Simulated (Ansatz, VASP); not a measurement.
# Two plane-wave programs on GaSb

Contents of POSCAR:

```
GaSb
1.0
    0.0000000000      3.0658848210      3.0658848210
    3.0658848210      0.0000000000      3.0658848210
    3.0658848210      3.0658848210      0.0000000000
Ga Sb
1 1
Direct
    0.0000000000      0.0000000000      0.0000000000
    0.2500000000      0.2500000000      0.2500000000
```

The input INCAR.step1:

```
SYSTEM = GaSb
PREC = Accurate ; ENCUT = 520
ISMEAR = -1 ; SIGMA = 0.02
LREAL = .False. ; LASPH = .True.
NELM = 80 ; NBANDS = 16
GGA = PE ; ALGO = Normal
EDIFF = 1E-4 ; LWAVE = .True.
LCHARG = .False.
```

The input INCAR.step2:

```
SYSTEM = GaSb
PREC = Accurate ; ENCUT = 520
EDIFF = 1E-6 ; ISMEAR = -1
SIGMA = 0.02 ; LREAL = .False.
LASPH = .True. ; NELM = 80
ALGO = Normal ; ISIF = 2
LWAVE = .False. ; LCHARG = .False.
METAGGA = R2SCAN ; LMIXTAU = .True.
NBANDS = 16 ; ISTART = 1
```

File KPOINTS:

```
Automatic mesh
0
Gamma
  6 6 6
  0 0 0
```

Input for Ansatz:

```yaml
crystal:
  lattice:
    - [0.0, 3.065884821, 3.065884821]
    - [3.065884821, 0.0, 3.065884821]
    - [3.065884821, 3.065884821, 0.0]
  atoms:
    - { symbol: Ga, position: [0.0, 0.0, 0.0] }
    - { symbol: Sb, position: [0.25, 0.25, 0.25] }
kpoints:
  mp_grid: { grid: [6, 6, 6] }
hamiltonian:
  xc: r2scan
scf:
  occupations: { method: fermi_dirac, width: 0.02 }
  n_extra_bands: 4
output:
  forces: true
  stress: true
  eigenvalues: true
```

Alike in both runs: task single point; functional r2SCAN; k mesh 6 × 6 × 6; occupations fermi-dirac, width 0.02 eV; no spin polarisation.

|  | VASP | Ansatz |
| --- | --- | --- |
| version | VASP 6.6.1 | Ansatz 0.2.0 |
| potentials or method | VASP PAW PBE potentials, release 64 (Ga_d, Sb) | plane waves, PAW |
| plane-wave cutoff (eV) | 520 | 500 |
| valence electrons in the cell | 18 | 28 |

VASP gave:

* pressure (GPa): 0.1

Q: Which values does Ansatz return?

A: Pressure (GPa): 0.0.

With one functional, cell and mesh, what is left measures potentials, basis and numerics. The two sets of potentials don't hold the same shells in valence.

Caveats: the PAW data sets were made with another functional, which shifts forces and pressure a little (VASP); spin-orbit coupling is left out, which moves the levels of the heavy elements.
